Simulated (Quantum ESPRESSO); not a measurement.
# AlNi (Pm-3m) in Quantum ESPRESSO: notebook

Runs on AlNi. Level: LDA. Tasks: single point, equation of state.

Program: Quantum ESPRESSO 7.5. These are calculated values, not measurements. Logs are shortened: lines on timing, memory, paths and dates and some standing lists are left out, and cuts for length are marked.

**1. The structure**

The structure is cubic, space group Pm-3m (No. 221). The conventional cell has a = 2.881 Å, b = 2.881 Å, c = 2.881 Å, α = 90.00°, β = 90.00°, γ = 90.00°. Ni (site symmetry m-3m) has 8 Al at 2.50 Å as nearest neighbours. Al (site symmetry m-3m) is surrounded by 8 Ni at 2.50 Å.

**2. Single point, LDA, collinear spin, ferromagnetic start, 11.24 Å³/atom**

File pw.in:

```
&CONTROL
  calculation = 'scf'
  prefix = 'pwscf'
  outdir = './tmp'
  pseudo_dir = './pseudo'
  tprnfor = .true.
  tstress = .true.
  disk_io = 'nowf'
/
&SYSTEM
  ibrav = 0
  nat = 2
  ntyp = 2
  ecutwfc = 98
  nbnd = 20
  occupations = 'smearing'
  smearing = 'fd'
  degauss = 0.00367493
  nspin = 2
  starting_magnetization(1) = 0.0556
  starting_magnetization(2) = 0
/
&ELECTRONS
  conv_thr = 4d-10
  electron_maxstep = 120
  mixing_beta = 0.3
/
ATOMIC_SPECIES
Ni    58.6934 Ni.upf
Al    26.9815 Al.upf
CELL_PARAMETERS angstrom
   2.8221875792    0.0000000000    0.0000000000
   0.0000000000    2.8221875792    0.0000000000
   0.0000000000    0.0000000000    2.8221875792
ATOMIC_POSITIONS crystal
Ni     0.5000000000    0.5000000000    0.5000000000
Al     0.0000000000    0.0000000000    0.0000000000
K_POINTS automatic
9 9 9 0 0 0
```

Potentials or basis: PseudoDojo 0.4.1 SR LDA standard.

Started as:

```
$ OMP_NUM_THREADS=1 pw.x -in pw.in > pw.out
```

pw.out:

```text
This program is part of the open-source Quantum ESPRESSO suite
     for quantum simulation of materials; please cite
         "P. Giannozzi et al., J. Phys.:Condens. Matter 21 395502 (2009);
         "P. Giannozzi et al., J. Phys.:Condens. Matter 29 465901 (2017);
         "P. Giannozzi et al., J. Chem. Phys. 152 154105 (2020);
     in publications or presentations arising from this work. More details at

     Message from routine setup:
     using ibrav=0 with symmetry is DISCOURAGED, use correct ibrav instead

     G-vector sticks info
     --------------------
     sticks:   dense  smooth     PW     G-vecs:    dense   smooth      PW
     Sum         885     885    261                19933    19933    3239

     Using Slab Decomposition

     bravais-lattice index     =            0
     lattice parameter (alat)  =       5.3332  a.u.
     unit-cell volume          =     151.6890 (a.u.)^3
     number of atoms/cell      =            2
     number of atomic types    =            2
     number of electrons       =        21.00
     number of Kohn-Sham states=           20
     kinetic-energy cutoff     =      98.0000  Ry
     charge density cutoff     =     392.0000  Ry
     scf convergence threshold =      4.0E-10
     mixing beta               =       0.3000
     number of iterations used =            8  plain     mixing
     Exchange-correlation= SLA  PW   NOGX NOGC
                           (   1   4   0   0   0   0   0)

     celldm(1)=   5.333162  celldm(2)=   0.000000  celldm(3)=   0.000000
     celldm(4)=   0.000000  celldm(5)=   0.000000  celldm(6)=   0.000000

     crystal axes: (cart. coord. in units of alat)
               a(1) = (   1.000000   0.000000   0.000000 )
               a(2) = (   0.000000   1.000000   0.000000 )
               a(3) = (   0.000000   0.000000   1.000000 )

     reciprocal axes: (cart. coord. in units 2 pi/alat)
               b(1) = (  1.000000  0.000000  0.000000 )
               b(2) = (  0.000000  1.000000  0.000000 )
               b(3) = (  0.000000  0.000000  1.000000 )

     PseudoPot. # 1 for Ni read from file:
     Ni.upf
     Pseudo is Norm-conserving + core correction, Zval = 18.0
     Generated using ONCVPSP code by D. R. Hamann
     Using radial grid of 1340 points,  6 beta functions with:
                l(1) =   0
                l(2) =   0
                l(3) =   1
                l(4) =   1
                l(5) =   2
                l(6) =   2

     PseudoPot. # 2 for Al read from file:
     Al.upf
     Pseudo is Norm-conserving + core correction, Zval =  3.0
     Generated using ONCVPSP code by D. R. Hamann
     Using radial grid of 1854 points,  6 beta functions with:
                l(1) =   0
                l(2) =   0
                l(3) =   1
                l(4) =   1
                l(5) =   2
                l(6) =   2

     atomic species   valence    mass     pseudopotential
     Ni               18.00    58.69340     Ni( 1.00)
     Al                3.00    26.98150     Al( 1.00)

     Starting magnetic structure
     atomic species   magnetization
     Ni              0.056
     Al              0.000

     48 Sym. Ops., with inversion, found

   Cartesian axes

     site n.     atom                  positions (alat units)
         1        Ni     tau(   1) = (   0.5000000   0.5000000   0.5000000  )
         2        Al     tau(   2) = (   0.0000000   0.0000000   0.0000000  )

     number of k points=    35  Fermi-Dirac smearing, width (Ry)=  0.0037
                       cart. coord. in units 2pi/alat
        k(    1) = (   0.0000000   0.0000000   0.0000000), wk =   0.0013717
        k(    2) = (   0.0000000   0.0000000   0.1111111), wk =   0.0082305
        k(    3) = (   0.0000000   0.0000000   0.2222222), wk =   0.0082305
        k(    4) = (   0.0000000   0.0000000   0.3333333), wk =   0.0082305
        k(    5) = (   0.0000000   0.0000000   0.4444444), wk =   0.0082305
        k(    6) = (   0.0000000   0.1111111   0.1111111), wk =   0.0164609
[... 27 lines left out ...]
        k(   34) = (   0.3333333   0.4444444   0.4444444), wk =   0.0329218
        k(   35) = (   0.4444444   0.4444444   0.4444444), wk =   0.0109739

     Dense  grid:    19933 G-vectors     FFT dimensions: (  36,  36,  36)

     Generating pointlists ...
     new r_m :   0.3572 (alat units)  1.9052 (a.u.) for type    1
     new r_m :   0.3572 (alat units)  1.9052 (a.u.) for type    2

     Initial potential from superposition of free atoms

     starting charge      20.9976, renormalised to      21.0000
     Starting wfcs are   14 randomized atomic wfcs +    6 random wfcs

     Self-consistent Calculation

     iteration #  1     ecut=    98.00 Ry     beta= 0.30
     Davidson diagonalization with overlap
     ethr =  1.00E-02,  avg # of iterations =  6.0

     Threshold (ethr) on eigenvalues was too large:
     Diagonalizing with lowered threshold

     Davidson diagonalization with overlap
     ethr =  8.00E-04,  avg # of iterations =  1.1

     total energy              =    -340.12549943 Ry
     estimated scf accuracy    <       0.16560593 Ry

     total magnetization       =     0.17 Bohr mag/cell
     absolute magnetization    =     0.21 Bohr mag/cell

     iteration #  2     ecut=    98.00 Ry     beta= 0.30
     Davidson diagonalization with overlap
     ethr =  7.89E-04,  avg # of iterations =  1.6

     total energy              =    -340.15273808 Ry
     estimated scf accuracy    <       0.07667498 Ry

     total magnetization       =     0.22 Bohr mag/cell
     absolute magnetization    =     0.28 Bohr mag/cell

     iteration #  3     ecut=    98.00 Ry     beta= 0.30
     Davidson diagonalization with overlap
     ethr =  3.65E-04,  avg # of iterations =  1.2

     total energy              =    -340.16174729 Ry
     estimated scf accuracy    <       0.01375249 Ry

     total magnetization       =     0.15 Bohr mag/cell
     absolute magnetization    =     0.21 Bohr mag/cell

     iteration #  4     ecut=    98.00 Ry     beta= 0.30
     Davidson diagonalization with overlap
     ethr =  6.55E-05,  avg # of iterations =  2.3
[... 61 lines left out ...]
     total energy              =    -340.16443829 Ry
     estimated scf accuracy    <       0.00000007 Ry

     total magnetization       =     0.00 Bohr mag/cell
     absolute magnetization    =     0.00 Bohr mag/cell

     iteration # 11     ecut=    98.00 Ry     beta= 0.30
     Davidson diagonalization with overlap
     ethr =  3.55E-10,  avg # of iterations =  1.3

     total energy              =    -340.16443829 Ry
     estimated scf accuracy    <          9.9E-09 Ry

     total magnetization       =     0.00 Bohr mag/cell
     absolute magnetization    =     0.00 Bohr mag/cell

     iteration # 12     ecut=    98.00 Ry     beta= 0.30
     Davidson diagonalization with overlap
     ethr =  4.70E-11,  avg # of iterations =  2.1

     Magnetic moment per site  (integrated on atomic sphere of radius R)
     atom   1 (R=0.357)  charge= 16.7889  magn=  0.0000
     atom   2 (R=0.357)  charge=  1.2316  magn=  0.0000

     End of self-consistent calculation

 ------ SPIN UP ------------

          k = 0.0000 0.0000 0.0000 (  2517 PWs)   bands (ev):

   -87.7800 -48.5924 -48.5924 -48.5924   3.3395  11.3437  11.3437  13.2089
    13.2089  13.2089  20.6165  20.6165  20.6165  23.3373  23.3373  29.5173
    36.3422  36.3422  36.3422  39.0091

          k = 0.0000 0.0000 0.1111 (  2489 PWs)   bands (ev):

   -87.7798 -48.5960 -48.5921 -48.5921   3.5765  11.3257  11.4004  13.1049
    13.1049  13.2204  18.7169  20.9266  20.9266  23.3386  25.0023  30.3286
    34.3499  34.3499  36.3567  36.5074

          k = 0.0000 0.0000 0.2222 (  2489 PWs)   bands (ev):

   -87.7792 -48.6051 -48.5914 -48.5914   4.2781  11.1186  11.5481  12.8613
    12.8613  13.2496  16.2953  21.7920  21.7920  23.3421  26.7315  31.6066
    31.6066  32.8250  33.9404  35.8891

          k = 0.0000 0.0000 0.3333 (  2485 PWs)   bands (ev):

   -87.7785 -48.6155 -48.5906 -48.5906   5.4139  10.2584  11.7237  12.6118
    12.6118  13.2830  14.7555  23.0842  23.0842  23.3463  28.0384  29.0820
    29.0820  32.1144  33.3758  36.4424

          k = 0.0000 0.0000 0.4444 (  2476 PWs)   bands (ev):

   -87.7780 -48.6222 -48.5901 -48.5901   6.9215   8.6601  11.8432  12.4616
    12.4616  13.3049  14.2448  23.3492  24.6512  24.6512  26.9149  26.9149
    29.3648  31.1623  31.4029  36.4754
[... 159 lines left out ...]
   -87.7754 -48.6114 -48.6111 -48.6111   8.7700  11.0704  11.0704  12.8183
    12.9002  12.9002  16.9648  16.9648  19.1568  22.6018  22.6018  23.9315
    29.6166  37.0903  37.0903  42.0778

          k = 0.3333 0.3333 0.4444 (  2462 PWs)   bands (ev):

   -87.7750 -48.6178 -48.6107 -48.6105   9.5429  10.7022  10.9445  12.9282
    12.9385  13.8805  15.3186  18.3206  19.6552  20.5282  21.5517  24.2307
    27.7079  37.8243  39.5335  42.1421

          k = 0.3333 0.4444 0.4444 (  2457 PWs)   bands (ev):

   -87.7745 -48.6172 -48.6172 -48.6100   9.9918  10.7051  10.7162  12.9868
    13.6239  14.5794  15.6836  17.2250  18.7521  20.6527  21.9190  22.5493
    25.7169  39.3694  41.5205  42.9783

          k = 0.4444 0.4444 0.4444 (  2476 PWs)   bands (ev):

   -87.7741 -48.6166 -48.6165 -48.6165  10.3193  10.5502  10.5502  13.6609
    13.6609  15.6273  16.8748  16.8748  18.8726  20.0549  20.0549  20.9813
    23.8436  42.0167  42.0167  45.9358

 ------ SPIN DOWN ----------

          k = 0.0000 0.0000 0.0000 (  2517 PWs)   bands (ev):

   -87.7800 -48.5924 -48.5924 -48.5924   3.3395  11.3437  11.3437  13.2089
    13.2089  13.2089  20.6165  20.6165  20.6165  23.3373  23.3373  29.5173
    36.3422  36.3422  36.3422  39.0090

          k = 0.0000 0.0000 0.1111 (  2489 PWs)   bands (ev):

   -87.7798 -48.5960 -48.5921 -48.5921   3.5765  11.3257  11.4004  13.1049
    13.1049  13.2204  18.7169  20.9266  20.9266  23.3387  25.0023  30.3286
    34.3499  34.3499  36.3567  36.5074

          k = 0.0000 0.0000 0.2222 (  2489 PWs)   bands (ev):

   -87.7792 -48.6051 -48.5914 -48.5914   4.2781  11.1186  11.5481  12.8613
    12.8613  13.2496  16.2954  21.7920  21.7920  23.3421  26.7315  31.6066
    31.6066  32.8250  33.9403  35.8891

          k = 0.0000 0.0000 0.3333 (  2485 PWs)   bands (ev):

   -87.7785 -48.6155 -48.5906 -48.5906   5.4139  10.2584  11.7237  12.6119
    12.6119  13.2830  14.7555  23.0842  23.0842  23.3463  28.0384  29.0820
    29.0820  32.1144  33.3758  36.5389

          k = 0.0000 0.0000 0.4444 (  2476 PWs)   bands (ev):

   -87.7780 -48.6222 -48.5901 -48.5901   6.9215   8.6601  11.8432  12.4616
    12.4616  13.3050  14.2449  23.3492  24.6512  24.6512  26.9149  26.9149
    29.3648  31.1623  31.4029  36.4754
[... 159 lines left out ...]
   -87.7754 -48.6114 -48.6111 -48.6111   8.7700  11.0704  11.0704  12.8183
    12.9002  12.9002  16.9648  16.9648  19.1568  22.6018  22.6018  23.9315
    29.6166  37.0903  37.0903  42.0781

          k = 0.3333 0.3333 0.4444 (  2462 PWs)   bands (ev):

   -87.7750 -48.6178 -48.6107 -48.6105   9.5429  10.7023  10.9445  12.9282
    12.9385  13.8805  15.3186  18.3206  19.6552  20.5282  21.5517  24.2307
    27.7079  37.8243  39.5335  42.1417

          k = 0.3333 0.4444 0.4444 (  2457 PWs)   bands (ev):

   -87.7745 -48.6172 -48.6171 -48.6100   9.9918  10.7051  10.7162  12.9868
    13.6239  14.5794  15.6836  17.2250  18.7521  20.6528  21.9190  22.5493
    25.7169  39.3695  41.5205  42.9942

          k = 0.4444 0.4444 0.4444 (  2476 PWs)   bands (ev):

   -87.7741 -48.6166 -48.6165 -48.6165  10.3193  10.5502  10.5502  13.6609
    13.6609  15.6273  16.8748  16.8748  18.8726  20.0549  20.0549  20.9813
    23.8436  42.0167  42.0167  45.9358

     the Fermi energy is    14.9245 ev

!    total energy              =    -340.16443829 Ry
     estimated scf accuracy    <          8.8E-11 Ry
     smearing contrib. (-TS)   =      -0.00043798 Ry
     internal energy E=F+TS    =    -340.16400031 Ry

     The total energy is F=E-TS. E is the sum of the following terms:
     one-electron contribution =    -227.19915000 Ry
     hartree contribution      =     125.23694958 Ry
     xc contribution           =     -44.80260756 Ry
     ewald contribution        =    -193.39919233 Ry

     total magnetization       =     0.00 Bohr mag/cell
     absolute magnetization    =     0.00 Bohr mag/cell

     convergence has been achieved in  12 iterations

     Forces acting on atoms (cartesian axes, Ry/au):

     atom    1 type  1   force =     0.00000000    0.00000000    0.00000000
     atom    2 type  2   force =     0.00000000    0.00000000    0.00000000

     Total force =     0.000000     Total SCF correction =     0.000000

     Computing stress (Cartesian axis) and pressure

          total   stress  (Ry/bohr**3)                   (kbar)     P=       13.32
   0.00009056   0.00000000   0.00000000           13.32        0.00        0.00
   0.00000000   0.00009056   0.00000000            0.00       13.32        0.00
   0.00000000   0.00000000   0.00009056            0.00        0.00       13.32

=------------------------------------------------------------------------------=
   JOB DONE.
=------------------------------------------------------------------------------=
```

Run time: 36 s. Hardware: 1 thread of Intel Xeon at 2.60GHz (Ice Lake), shared host; peak memory 0.11 GiB.

What came out:

```
Free energy                                           : -4628.1730 eV
Pressure                                              : 1.3 GPa
Band gap on the k mesh                                : none (metal or under the smearing width)
Net moment                                            : 0.00 μB per cell
Absolute moment                                       : 0.00 μB per cell
Valence electrons inside the program's atomic spheres : Ni 16.79; Al 1.23
```

**3. Single point, LDA, collinear spin, ferromagnetic start, 11.48 Å³/atom**

Edit pw.in of step 2 so:

```diff
@@ -31,5 +31,5 @@
 CELL_PARAMETERS angstrom
-   2.8221875792    0.0000000000    0.0000000000
-   0.0000000000    2.8221875792    0.0000000000
-   0.0000000000    0.0000000000    2.8221875792
+   2.8420627945    0.0000000000    0.0000000000
+   0.0000000000    2.8420627945    0.0000000000
+   0.0000000000    0.0000000000    2.8420627945
 ATOMIC_POSITIONS crystal
```

Potentials or basis: PseudoDojo 0.4.1 SR LDA standard.

Started as:

```
$ OMP_NUM_THREADS=1 pw.x -in pw.in > pw.out
```

It took 36 s on 1 thread of Intel Xeon at 2.60GHz (Ice Lake), shared host; peak memory 0.11 GiB.

It converged, with:

| Quantity | Value |
| --- | --- |
| Free energy | -4628.1711 eV |
| Pressure | -2.5 GPa |
| Band gap on the k mesh | none (metal or under the smearing width) |
| Net moment | 0.00 μB per cell |
| Absolute moment | 0.00 μB per cell |
| Valence electrons inside the program's atomic spheres | Ni 16.81; Al 1.24 |

**4. Single point, LDA, collinear spin, ferromagnetic start, 11.72 Å³/atom**

Edit pw.in of step 3 so:

```diff
@@ -31,5 +31,5 @@
 CELL_PARAMETERS angstrom
-   2.8420627945    0.0000000000    0.0000000000
-   0.0000000000    2.8420627945    0.0000000000
-   0.0000000000    0.0000000000    2.8420627945
+   2.8616638469    0.0000000000    0.0000000000
+   0.0000000000    2.8616638469    0.0000000000
+   0.0000000000    0.0000000000    2.8616638469
 ATOMIC_POSITIONS crystal
```

Started as:

```
$ OMP_NUM_THREADS=1 pw.x -in pw.in > pw.out
```

Wall time 40 s (1 thread of Intel Xeon at 2.60GHz (Ice Lake), shared host); peak memory 0.11 GiB.

The run converged. Its results:

```yaml
Free_energy: -4628.1585 eV
Pressure: -6.0 GPa
Band_gap_on_the_k_mesh: none (metal or under the smearing width)
Net_moment: 0.00 μB per cell
Absolute_moment: 0.00 μB per cell
Valence_electrons_inside_the_program's_atomic_spheres: Ni 16.83; Al 1.24
```

**5. Single point, LDA, collinear spin, ferromagnetic start, 11.96 Å³/atom**

Edit pw.in of step 4 so:

```diff
@@ -31,5 +31,5 @@
 CELL_PARAMETERS angstrom
-   2.8616638469    0.0000000000    0.0000000000
-   0.0000000000    2.8616638469    0.0000000000
-   0.0000000000    0.0000000000    2.8616638469
+   2.8810000000    0.0000000000    0.0000000000
+   0.0000000000    2.8810000000    0.0000000000
+   0.0000000000    0.0000000000    2.8810000000
 ATOMIC_POSITIONS crystal
```

Started as:

```
$ OMP_NUM_THREADS=1 pw.x -in pw.in > pw.out
```

It took 38 s on 1 thread of Intel Xeon at 2.60GHz (Ice Lake), shared host; peak memory 0.11 GiB.

The run converged. Its results:

```yaml
Free_energy: -4628.1361 eV
Pressure: -9.0 GPa
Band_gap_on_the_k_mesh: none (metal or under the smearing width)
Net_moment: 0.00 μB per cell
Absolute_moment: 0.00 μB per cell
Valence_electrons_inside_the_program's_atomic_spheres: Ni 16.84; Al 1.25
```

**6. Single point, LDA, collinear spin, ferromagnetic start, 12.20 Å³/atom**

Edit pw.in of step 5 so:

```diff
@@ -31,5 +31,5 @@
 CELL_PARAMETERS angstrom
-   2.8810000000    0.0000000000    0.0000000000
-   0.0000000000    2.8810000000    0.0000000000
-   0.0000000000    0.0000000000    2.8810000000
+   2.9000800262    0.0000000000    0.0000000000
+   0.0000000000    2.9000800262    0.0000000000
+   0.0000000000    0.0000000000    2.9000800262
 ATOMIC_POSITIONS crystal
```

Potentials or basis: PseudoDojo 0.4.1 SR LDA standard.

Started as:

```
$ OMP_NUM_THREADS=1 pw.x -in pw.in > pw.out
```

Wall time 39 s (1 thread of Intel Xeon at 2.60GHz (Ice Lake), shared host); peak memory 0.12 GiB.

It converged, with:

* Free energy: -4628.1050 eV
* Pressure: -11.8 GPa
* Band gap on the k mesh: none (metal or under the smearing width)
* Net moment: 0.00 μB per cell
* Absolute moment: 0.00 μB per cell
* Valence electrons inside the program's atomic spheres: Ni 16.86; Al 1.26

**7. Single point, LDA, collinear spin, ferromagnetic start, 12.43 Å³/atom**

Edit pw.in of step 6 so:

```diff
@@ -31,5 +31,5 @@
 CELL_PARAMETERS angstrom
-   2.9000800262    0.0000000000    0.0000000000
-   0.0000000000    2.9000800262    0.0000000000
-   0.0000000000    0.0000000000    2.9000800262
+   2.9189122424    0.0000000000    0.0000000000
+   0.0000000000    2.9189122424    0.0000000000
+   0.0000000000    0.0000000000    2.9189122424
 ATOMIC_POSITIONS crystal
```

Started as:

```
$ OMP_NUM_THREADS=1 pw.x -in pw.in > pw.out
```

Wall time 38 s (1 thread of Intel Xeon at 2.60GHz (Ice Lake), shared host); peak memory 0.12 GiB.

It converged, with:

- Free energy: -4628.0662 eV
- Pressure: -14.2 GPa
- Band gap on the k mesh: none (metal or under the smearing width)
- Net moment: 0.00 μB per cell
- Absolute moment: 0.00 μB per cell
- Valence electrons inside the program's atomic spheres: Ni 16.88; Al 1.26

**8. Single point, LDA, collinear spin, ferromagnetic start, 12.67 Å³/atom**

Edit pw.in of step 7 so:

```diff
@@ -31,5 +31,5 @@
 CELL_PARAMETERS angstrom
-   2.9189122424    0.0000000000    0.0000000000
-   0.0000000000    2.9189122424    0.0000000000
-   0.0000000000    0.0000000000    2.9189122424
+   2.9375045414    0.0000000000    0.0000000000
+   0.0000000000    2.9375045414    0.0000000000
+   0.0000000000    0.0000000000    2.9375045414
 ATOMIC_POSITIONS crystal
```

Started as:

```
$ OMP_NUM_THREADS=1 pw.x -in pw.in > pw.out
```

Wall time 39 s (1 thread of Intel Xeon at 2.60GHz (Ice Lake), shared host); peak memory 0.12 GiB.

Results (log left out):

```
Free energy                                           : -4628.0206 eV
Pressure                                              : -16.4 GPa
Band gap on the k mesh                                : none (metal or under the smearing width)
Net moment                                            : 0.00 μB per cell
Absolute moment                                       : 0.00 μB per cell
Valence electrons inside the program's atomic spheres : Ni 16.89; Al 1.27
```

**9. Equation of state, LDA, collinear spin, ferromagnetic start**

Potentials or basis: PseudoDojo 0.4.1 SR LDA standard.

No new run: the results of the series are fitted here.

Results:

```yaml
Equilibrium_volume: 11.32 Å³/atom
Bulk_modulus: 186 GPa
Pressure_derivative_of_the_bulk_modulus: 4.4
```

Energy against volume, from the lowest point:
```csv
volume (Å³/atom),energy (meV/atom)
11.239,0.00
11.478,0.91
11.717,7.25
11.956,18.44
12.196,33.97
12.435,53.35
12.674,76.19
```

LDA usually gives volumes a few per cent too small. Zero-point motion and thermal expansion aren't in these numbers.
